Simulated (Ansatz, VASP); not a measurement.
Ag in VASP and in Ansatz

```
CELL_PARAMETERS angstrom
0.00000 2.07241 2.07241
2.07241 0.00000 2.07241
2.07241 2.07241 0.00000
ATOMIC_POSITIONS crystal
Ag 0.00000 0.00000 0.00000
```

Alike in both runs: task single point; functional r2SCAN; k mesh 18 × 18 × 18; occupations gaussian, width 0.1 eV; no spin polarisation.

```csv
,VASP,Ansatz
version,VASP 6.6.1,Ansatz 0.2.0
potentials or method,"VASP PAW PBE potentials, release 64 (Ag)","scalar-relativistic, plane waves, PAW"
plane-wave cutoff (eV),520,500
valence electrons in the cell,11,19
```

Ansatz gave:

* gap on the k mesh at the Fermi level (eV): none
* pressure (GPa): -2.8

Q: Which values does VASP return?

A: gap on the k mesh at the Fermi level (eV): none; pressure (GPa): -2.7.

A gap of «none» marks a metal or a gap that the smearing closes. The two sets of potentials don't hold the same shells in valence.

Caveats: the PAW data sets were made with another functional, which shifts forces and pressure a little (VASP).
